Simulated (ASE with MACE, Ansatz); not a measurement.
# A sinusoid for the slip curve: generalised stacking fault on (111) of Si (shuffle set)

The cell holds 16 atoms: 16 Si. Cell: a = 3.867 Å, b = 3.867 Å, c = 25.359 Å, α = 85.6°, β = 85.6°, γ = 60.0°. It derives from Si. 64 atoms of Si, stacked on (1 1 1); one fault a cell: the periodic image above is shifted rigidly by 0.000 Å along the in-plane vector of length 3.867 Å (<110> type); atoms relaxed along the normal alone with the MACE-MP-0b2 potential. Lattice constants are starting values near those of PBE. Folded to one surface cell (a quarter of the atoms).

Calculated with Ansatz 0.2.0: Kohn-Sham DFT, PBEsol, PAW (set soft_2), plane waves; cutoff 420 eV, k-mesh 5×5×1, fermi-dirac smearing of 0.025 eV. The cell described is the unshifted one. Its image above is shifted by x, atoms are relaxed along the normal alone (with PBE), and the energy is counted from the unshifted cell over the area of the fault.

| slip x (Å) | fault energy (mJ/m²) |
| --- | --- |
| 0.000 | 0 |
| 0.322 | 63.49 |
| 0.644 | 252.0 |
| 0.967 | 552.4 |
| 1.289 | 935.1 |
| 1.611 | 1309 |
| 1.934 | 1466 |
| 2.256 | 1302 |
| 2.578 | 931.4 |
| 2.900 | ? |
| 3.223 | 252.0 |
| 3.545 | 63.47 |

Task: Fit a squared sine to the rows given and interpolate to the withheld row.

Worked fit:

The simplest curve with the period of the slip vector, p = 3.867 Å, is γ = γ0 sin²(πx/p), a line through the origin in u = sin²(πx/p).

```
        u  v (mJ/m²)
0.0668858    63.4906
 0.249648    251.998
 0.500203    552.419
 0.750000    935.120
 0.932911    1308.87
 1.000000    1466.47
 0.932911    1302.18
 0.750000    931.449
 0.249648    251.994
0.0668858    63.4740
```

For a line through the origin, slope = Σuv / Σu² = 5712.9 / 4.2494 = 1344.

At x = 2.9 Å, u = 0.5002.

Prediction at 2.900: 672.5 mJ/m². The run gave 552.4 mJ/m², so the fit is high by 120 mJ/m² (22 % of the value).

So γ0 = 1344 mJ/m², and the steepest slope of the fitted curve, πγ0/p, is 10.9 GPa. The row at 0.967 Å, its mirror image about half the vector, holds 552.4 mJ/m². Among the rows given, the largest miss of the fit is at 1.934, by 122 mJ/m² (8.3 % of the range of the table).

Limits: Rigid slip in the plane; the cell's length along the normal is held. The cell and its k-mesh tilt with the slip, which can add an error that grows with it.

[Logs are printed without paths, hosts, clocks, repeated set-up lines and the standing remarks that a program may print on its own settings, such as how far it seeks lower states.]

[Hosts, paths, dates, database ids (printed as entryN), source tags and the programs' standing remarks are cut or masked in the printed files.]
